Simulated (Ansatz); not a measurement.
## W in Ansatz: convergence with basis error

Input of the first run (basis error 0.03 eV/atom); the others differ in this setting and in those tied to it:

The input input.yaml:

```yaml
crystal:
  lattice:
    - [0.0, 2.03, 2.03]
    - [2.03, 0.0, 2.03]
    - [2.03, 2.03, 0.0]
  atoms:
    - { symbol: W, position: [0.0, 0.0, 0.0] }
kpoints:
  mp_grid: { grid: [11, 11, 11] }
scf:
  occupations: { method: fermi_dirac, width: 0.05 }
hamiltonian:
  xc: pbe
  pseudopotentials: { kind: all_electron, lapw: { basis_error: 0.03 } }
output:
  forces: true
  stress: true
  eigenvalues: true
```

Potentials or basis: all-electron LAPW, scalar-relativistic.

The run is started by

```console
$ ansatz run input.yaml --threads 1 --pin off --max-ram 3072MiB --backend cpu --events-out ev --progress --plain --runs-dir out
```

This isn't the form of W at room conditions, which is bcc.

Hardware: 1 thread of AMD EPYC 9R45 96-Core Processor (Zen 5), on a shared host.

```csv
basis error,"energy less the tightest run, at zero smearing (meV/atom)",pressure (GPa),SCF cycles,CPU time (s),peak memory (GiB)
0.03 eV/atom,5.69,-4.64,8,1.6,0.27
0.01 eV/atom,1.75,-4.71,8,2.2,0.28
0.003 eV/atom,0.52,-4.73,8,2.1,0.3
0.001 eV/atom,0.16,-4.73,8,2.6,0.32
0.0003 eV/atom,0.03,-4.73,8,3.6,0.35
0.0001 eV/atom,0.00,-4.73,8,4,0.38
```

Against the tightest run, the energy stays within 1 meV/atom from 0.003 eV/atom on; the pressure stays within 0.1 GPa from 0.03 eV/atom on. The tightest run that finished is the yardstick and may itself not be fully converged.

The run has no spin-orbit coupling, so splittings on W are missing.

The runs don't all hold the same shells in valence.
